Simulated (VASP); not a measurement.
Runs of VASP 6.6.1 on ZnF2. It takes space group P4_2/mnm (No. 136, tetragonal). Conventional cell: a = 4.718 Å, b = 4.718 Å, c = 3.139 Å, α = 90.00°, β = 90.00°, γ = 90.00°. Around Zn (site symmetry mmm) lie 6 F at 2.03 to 2.04 Å. F (site symmetry m2m) is surrounded by 3 Zn at 2.03 to 2.04 Å. 

```tsv
level	potentials or basis	k mesh	cutoff (eV)	smearing	further INCAR settings	gap on the mesh (eV)	pressure (GPa)
PBEsol	VASP PAW PBE potentials, release 64 (Zn, F)	6 × 6 × 8	520	gaussian 0.5 eV	ALGO = Fast; EDIFF = 1e-06	3.35	0.1
PBEsol	VASP PAW PBE potentials, release 64 (Zn, F_h)	6 × 6 × 8	900	gaussian 0.02 eV	ALGO = Fast; EDIFF = 1e-06	3.35	(b)
PBEsol	VASP PAW PBE potentials, release 64 (Zn, F)	6 × 6 × 8	700	gaussian 0.02 eV	ALGO = Fast; EDIFF = 1e-06	3.36	(a)
r2SCAN	VASP PAW PBE potentials, release 64 (Zn, F)	6 × 6 × 8	520	gaussian 0.02 eV	ALGO = Normal; EDIFF = 1e-06	4.21	-0.6
PBEsol	VASP PAW PBE potentials, release 64 (Zn, F)	8 × 8 × 12	520	gaussian 0.02 eV	ALGO = Fast; EDIFF = 1e-06	3.35	0.1
```

Alike in all rows: task single point; no spin polarisation; cell as given.

Question: Estimate the missing entries.

Answer: (a) 0.0; (b) -0.5.

Caveats: the PAW data sets were made with another functional, which shifts forces and pressure a little; the cutoff is under 1.25 times the usual one of these potentials, so pressure, stress and relaxed cells hold a basis-set (Pulay) error (some runs).

A k mesh can miss the band edges.

Not every run made on this cell is shown here.
